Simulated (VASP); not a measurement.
# Al2O3 (Corundum) (R-3c) in VASP: a series of runs

Aim: see how the results for Al2O3 (Corundum) move with the level of theory and the settings. Levels: PBE+D3(BJ), PBE. Tasks: relaxation of cell and atoms.

Program: VASP 6.6.1. These are calculated values, not measurements. Logs are shortened: lines on timing, memory, paths and dates and some standing lists are left out, and cuts for length are marked.

## (1) The structure

The structure is trigonal, space group R-3c (No. 167). The conventional cell has a = 4.760 Å, b = 4.760 Å, c = 12.996 Å, α = 90.00°, β = 90.00°, γ = 120.00°. Al (site symmetry 3) has 6 O at 1.85 to 1.97 Å as nearest neighbours. O (site symmetry 2) has 4 Al at 1.85 to 1.97 Å as nearest neighbours.

## (2) Relaxation of cell and atoms, PBE+D3(BJ)

INCAR

```
  PREC = Accurate
  ENCUT = 600
  EDIFF = 1E-6
  ISMEAR = 0
  SIGMA = 0.03
  LREAL = F
  LASPH = T
  NELM = 80
  ALGO = Normal
  ISIF = 3
  LWAVE = F
  LCHARG = F
  GGA = PE
  IVDW = 12
  IBRION = 2
  NSW = 90
  EDIFFG = -0.01
  KPAR = 2
```

KPOINTS

```
Automatic mesh
0
Gamma
  7 7 7
```

POSCAR

```
Al2O3
1.0
    2.3802500000      1.3742379782      4.3318666667
   -2.3802500000      1.3742379782      4.3318666667
    0.0000000000     -2.7484759565      4.3318666667
Al O
4 6
Direct
    0.3521600000      0.3521600000      0.3521600000
    0.1478400000      0.1478400000      0.1478400000
    0.6478400000      0.6478400000      0.6478400000
    0.8521600000      0.8521600000      0.8521600000
    0.5566800000      0.9433200000      0.2500000000
    0.2500000000      0.5566800000      0.9433200000
    0.9433200000      0.2500000000      0.5566800000
    0.4433200000      0.0566800000      0.7500000000
    0.7500000000      0.4433200000      0.0566800000
    0.0566800000      0.7500000000      0.4433200000
```

Potentials or basis: VASP PAW PBE potentials, release 64 (Al, O).

Started as:

```sh
cat potpaw_PBE.64/Al/POTCAR potpaw_PBE.64/O/POTCAR > POTCAR
mpirun -np 2 vasp_std > vasp.out
```

OUTCAR:

```text
PREC = Accurate
   ENCUT = 600
   EDIFF = 1E-6
   ISMEAR = 0
   LREAL = F
   LASPH = T
   NELM = 80
   ISIF = 3
   GGA = PE
   IVDW = 12
   IBRION = 2
   NSW = 90
   EDIFFG = -0.01
 IVDW          = 12

 ion  position               nearest neighbor table
   1  0.352  0.352  0.352-   9 1.85  10 1.85   8 1.85   7 1.97   5 1.97   6 1.97   2 2.66   3 2.79
                             3 2.79   3 2.79   2 3.22   2 3.22   2 3.22
   2  0.148  0.148  0.148-  10 1.85   9 1.85   8 1.85   6 1.97   5 1.97   7 1.97   1 2.66   4 2.79
                             4 2.79   4 2.79   1 3.22   1 3.22   1 3.22
   3  0.648  0.648  0.648-   6 1.85   7 1.85   5 1.85  10 1.97   8 1.97   9 1.97   4 2.66   1 2.79
                             1 2.79   1 2.79   4 3.22   4 3.22   4 3.22
   4  0.852  0.852  0.852-   7 1.85   6 1.85   5 1.85   9 1.97   8 1.97  10 1.97   3 2.66   2 2.79
                             2 2.79   2 2.79   3 3.22   3 3.22   3 3.22
   5  0.557  0.943  0.250-   3 1.85   4 1.85   1 1.97   2 1.97
   6  0.250  0.557  0.943-   3 1.85   4 1.85   2 1.97   1 1.97
   7  0.943  0.250  0.557-   4 1.85   3 1.85   1 1.97   2 1.97
   8  0.443  0.057  0.750-   1 1.85   2 1.85   3 1.97   4 1.97
   9  0.750  0.443  0.057-   1 1.85   2 1.85   4 1.97   3 1.97
  10  0.057  0.750  0.443-   2 1.85   1 1.85   3 1.97   4 1.97

  LATTYP: Found a trigonal (rhomboedric) cell.
 ALAT       =     5.1302230849
 COS(alpha) =     0.5694707703

  Lattice vectors:

 A1 = (   2.3802500000,   1.3742379782,   4.3318666667)
 A2 = (  -2.3802500000,   1.3742379782,   4.3318666667)
 A3 = (   0.0000000000,  -2.7484759565,   4.3318666667)

Analysis of symmetry for initial positions (statically):
=====================================================================
 Subroutine PRICEL returns:
 Original cell was already a primitive cell.

 Routine SETGRP: Setting up the symmetry group for a
 trigonal (rhombohedral) supercell.

 Subroutine GETGRP returns: Found 12 space group operations
 (whereof  6 operations were pure point group operations)
 out of a pool of 12 trial point group operations.

The static configuration has the point symmetry S_6 .
 The point group associated with its full space group is D_3d.

Analysis of symmetry for dynamics (positions and initial velocities):
=====================================================================
 Subroutine PRICEL returns:
 Original cell was already a primitive cell.

 Routine SETGRP: Setting up the symmetry group for a
 trigonal (rhombohedral) supercell.

 Subroutine GETGRP returns: Found 12 space group operations
 (whereof  6 operations were pure point group operations)
 out of a pool of 12 trial point group operations.

The dynamic configuration has the point symmetry S_6 .
 The point group associated with its full space group is D_3d.

 Subroutine INISYM returns: Found 12 space group operations
 (whereof  6 operations are pure point group operations),
 and found     1 'primitive' translations

----------------------------------------------------------------------------------------

                                     Primitive cell

  volume of cell :      85.0180

  direct lattice vectors                    reciprocal lattice vectors
     2.380250000  1.374237978  4.331866667     0.210061968  0.121279334  0.076949121
    -2.380250000  1.374237978  4.331866667    -0.210061968  0.121279334  0.076949121
     0.000000000 -2.748475957  4.331866667     0.000000000 -0.242558668  0.076949121

  length of vectors
     5.130223085  5.130223085  5.130223085     0.254471756  0.254471756  0.254471756

  position of ions in fractional coordinates (direct lattice)
     0.352160000  0.352160000  0.352160000
     0.147840000  0.147840000  0.147840000
     0.647840000  0.647840000  0.647840000
     0.852160000  0.852160000  0.852160000
     0.556680000  0.943320000  0.250000000
     0.250000000  0.556680000  0.943320000
     0.943320000  0.250000000  0.556680000
     0.443320000  0.056680000  0.750000000
     0.750000000  0.443320000  0.056680000
     0.056680000  0.750000000  0.443320000

  ion indices of the primitive-cell ions
   primitive index   ion index
                 1           1
                 2           2
                 3           3
                 4           4
                 5           5
                 6           6
                 7           7
                 8           8
                 9           9
                10          10

----------------------------------------------------------------------------------------

 KPOINTS: Automatic mesh

Automatic generation of k-mesh.
 Grid dimensions read from file:
 generate k-points for:    7    7    7

 Generating k-lattice:

  Cartesian coordinates                     Fractional coordinates (reciprocal lattice)
     0.030008853  0.017325619  0.010992732     0.142857143  0.000000000  0.000000000
    -0.030008853  0.017325619  0.010992732     0.000000000  0.142857143  0.000000000
     0.000000000 -0.034651238  0.010992732     0.000000000  0.000000000  0.142857143

  Length of vectors
     0.036353108  0.036353108  0.036353108

  Shift w.r.t. Gamma in fractional coordinates (k-lattice)
     0.000000000  0.000000000  0.000000000

 Subroutine IBZKPT returns following result:
 ===========================================

 Found     44 irreducible k-points:

 Following reciprocal coordinates:
            Coordinates               Weight
  0.000000  0.000000  0.000000      1.000000
  0.142857  0.000000 -0.000000      6.000000
  0.285714  0.000000 -0.000000      6.000000
  0.428571 -0.000000 -0.000000      6.000000
  0.142857  0.142857 -0.000000      6.000000
  0.285714  0.142857  0.000000     12.000000
[... 16 lines left out ...]
  0.285714  0.285714  0.142857      6.000000
  0.428571  0.285714  0.142857     12.000000
 [... further k-points ...]
   k-points           NKPTS =     44   k-points in BZ     NKDIM =     44   number of bands    NBANDS=     30
   number of dos      NEDOS =    301   number of ions     NIONS =     10
   total plane-waves  NPLWV =  74088
   dimension x,y,z NGX =    42 NGY =   42 NGZ =   42
   dimension x,y,z NGXF=    84 NGYF=   84 NGZF=   84
   ions per type =               4   6
   NGX,Y,Z   is equivalent  to a cutoff of  13.61, 13.61, 13.61 a.u.
   NGXF,Y,Z  is equivalent  to a cutoff of  27.22, 27.22, 27.22 a.u.
 SYSTEM =  unknown system
   PREC   = accura    normal or accurate (medium, high low for compatibility)
   ISTART =      0    job   : 0-new  1-cont  2-samecut
   ICHARG =      2    charge: 1-file 2-atom 10-const
   ISPIN  =      1    spin polarized calculation?
   LNONCOLLINEAR =      F non collinear calculations
   LSORBIT =      F    spin-orbit coupling
   LASPH  =      T    aspherical Exc in radial PAW
   ENCUT  =  600.0 eV  44.10 Ry    6.64 a.u.  10.25 10.25 10.25*2*pi/ulx,y,z
   NELM   =     80;   NELMIN=  2; NELMDL= -5     # of ELM steps
   EDIFF  = 0.1E-05   stopping-criterion for ELM
   LREAL  =      F    real-space projection
   EDIFFG = -.1E-01   stopping-criterion for IOM
   NSW    =     90    number of steps for IOM
   IBRION =      2    ionic relax: 0-MD 1-quasi-New 2-CG
   NFREE  =      1    steps in history (QN), initial steepest desc. (CG)
   ISIF   =      3    stress and relaxation
   ISYM   =      2    0-nonsym 1-usesym 2-fastsym
   POTIM  = 0.5000    time-step for ionic-motion
   TEBEG  =    0.0;   TEEND  =   0.0 temperature during run
   PSTRESS=    0.0 pullay stress
   NELECT =      48.0000    total number of electrons
   NUPDOWN=      -1.0000    fix difference up-down
   EMIN   =  10.00;   EMAX   =-10.00  energy-range for DOS
   EFERMI =   0.00;   METHOD = LEGACY
   ISMEAR =     0;   SIGMA  =   0.03  broadening in eV -4-tet -1-fermi 0-gaus
   EFERMI_NEDOS =   21; number of points for ismear=-14 and -15
   IALGO  =     38    algorithm
   IMIX   =      4    mixing-type and parameters
     AMIX     =   0.40;   BMIX     =  1.00
     AMIX_MAG =   1.60;   BMIX_MAG =  1.00
  volume/ion in A,a.u.               =       8.50        57.37
  Fermi-wavevector in a.u.,A,eV,Ry     =   1.353064  2.556920 24.909299  1.830782
  Thomas-Fermi vector in A             =   2.480350
   LORBIT       =      0    0 simple, 1 ext, 2 COOP (PROOUT), +10 PAW based schemes
   GGA     = PE    functional components
   LHFCALC =     F    Hartree Fock is set to
   AEXX    =    0.0000 exact exchange contribution
   IVDW    =    12    specifies the selected vdW correction
   LEPSILON=     F    determine dielectric tensor
   LRPA    =     F    only Hartree local field effects (RPA)
 conjugate gradient relaxation of ions
 non-spin polarized calculation
 Gauss-broadening in eV      SIGMA  =   0.03
  energy-cutoff  :      600.00
  volume of cell :       85.02
 maximum number of plane-waves:      2867
 NGX is ok and might be reduce to    42
   NGX = 21   NGY = 21   NGZ = 21

--------------------------------------- Ionic step        1  -------------------------------------------

 number of electron      48.0000003 magnetization

 Free energy of the ion-electron system (eV)
  ---------------------------------------------------
  ext. energy  EPLUGINS =         0.00000000
  ---------------------------------------------------
  free energy    TOTEN  =       -74.77325163 eV

  energy without entropy =      -74.77325163  energy(sigma->0) =      -74.77325163

------------------------ aborting loop because EDIFF is reached ----------------------------------------

 Edisp (eV)   -2.36741

 E8    (eV) :    -0.8940

  FORCE on cell =-STRESS in cart. coord.  units (eV):
  Direction    XX          YY          ZZ          XY          YZ          ZX
  --------------------------------------------------------------------------------------
  -------------------------------------------------------------------------------------
  Total       1.31836     1.31836     1.00480     0.00000    -0.00000     0.00000
  in kB      24.84476    24.84476    18.93558     0.00000    -0.00000     0.00000
  external pressure =       22.88 kB  Pullay stress =        0.00 kB
[... 173 lines left out ...]
  energy  without entropy=      -77.1464634671  energy(sigma->0) =      -77.14646347

--------------------------------------- Ionic step        5  -------------------------------------------

 number of electron      48.0000002 magnetization

 Free energy of the ion-electron system (eV)
  ---------------------------------------------------
  ext. energy  EPLUGINS =         0.00000000
  ---------------------------------------------------
  free energy    TOTEN  =       -74.80205155 eV

  energy without entropy =      -74.80205155  energy(sigma->0) =      -74.80205155

 E-fermi :   6.1695     XC(G=0): -11.6381

 val. band max:        6.0323435958   @ k =   0.0000   0.0000   0.0000
 cond. band min:      12.1285316872   @ k =   0.0000   0.0000   0.0000
 fundamental gap:      6.0961880914
 Fermi energy:         6.1695155600

 k-point     1 :       0.0000    0.0000    0.0000
  band No.  band energies     occupation
      1     -13.1409      2.00000
      2     -10.8403      2.00000
      3     -10.5704      2.00000
      4     -10.5704      2.00000
      5     -10.2568      2.00000
      6     -10.2568      2.00000
[... 781 lines left out ...]
     29      17.2392      0.00000
     30      17.3587      0.00000

 [... further k-points ...]

------------------------ aborting loop because EDIFF is reached ----------------------------------------

 Edisp (eV)   -2.34445

 E8    (eV) :    -0.8853

  FORCE on cell =-STRESS in cart. coord.  units (eV):
  Direction    XX          YY          ZZ          XY          YZ          ZX
  --------------------------------------------------------------------------------------
  -------------------------------------------------------------------------------------
  Total      -0.02063    -0.02063    -0.02516     0.00000     0.00000     0.00000
  in kB      -0.38519    -0.38519    -0.46961     0.00000     0.00000     0.00000
  external pressure =       -0.41 kB  Pullay stress =        0.00 kB
[... 25 lines left out ...]
  FREE ENERGIE OF THE ION-ELECTRON SYSTEM (eV)
  ---------------------------------------------------
  free  energy   TOTEN  =       -77.1465029960 eV

  energy  without entropy=      -77.1465029960  energy(sigma->0) =      -77.14650300

 reached required accuracy - stopping structural energy minimisation
```

It took 2.6 min on 2 MPI ranks of Intel Xeon Platinum 8559C (Emerald Rapids), shared host; peak memory 0.32 GiB.

Results:

| Property | Result |
| --- | --- |
| Free energy | -77.1465 eV |
| Relaxed volume | 8.58 Å³/atom |
| Relaxed cell | a = 5.145 Å, b = 5.145 Å, c = 5.145 Å, α = 55.33°, β = 55.33°, γ = 55.33° |
| Space group after relaxing (to 0.05 Å) | R-3c (No. 167) |
| Energy gained by relaxing | 0.6 meV/atom |
| Ionic steps | 5 |
| Pressure after relaxing | 0.0 GPa |
| Largest force after relaxing | 0.004 eV/Å |
| Band gap on the k mesh | 6.10 eV, direct |
| Dispersion energy per atom | -0.234 eV |

Forces on the atoms (eV/Å):
```
Al   0.000  0.000  0.004
Al   0.000  0.000 -0.004
Al   0.000  0.000 -0.004
Al   0.000  0.000  0.004
O    0.001  0.000  0.000
O    0.000  0.001  0.000
O    0.000 -0.001  0.000
O   -0.001  0.000  0.000
O    0.000 -0.001  0.000
O    0.000  0.001  0.000
```

Step by step:
```csv
step,energy change (eV),largest force (eV/Å),pressure (GPa),volume (Å³)
1,0.0000,0.0293,2.29,85.02
2,-0.0014,0.0205,-1.95,86.52
3,-0.0058,0.0172,-0.01,85.82
4,-0.0058,0.0173,-0.06,85.83
5,-0.0058,0.0039,-0.04,85.83
```

Final structure:
```xyz
10
Lattice="2.3885 1.3790 4.3429 -2.3885 1.3790 4.3429 0.0000 -2.7581 4.3429" Properties=species:S:1:pos:R:3 pbc="T T T"
Al    0.0000    0.0000    4.5873
Al    0.0000    0.0000    1.9270
Al    0.0000    0.0000    8.4414
Al    0.0000    0.0000   11.1017
O    -0.9249    1.3790    7.6001
O    -0.7318   -1.4905    7.6001
O     1.6567    0.1114    7.6001
O     0.9249   -1.3790    5.4286
O     0.7318    1.4905    5.4286
O    -1.6567   -0.1115    5.4286
```

Caveat: an odd mesh through Γ misses points on the zone boundary, where band edges often lie. Zero-point motion and thermal expansion aren't in these numbers.

(Continued in part 2 of 2.)
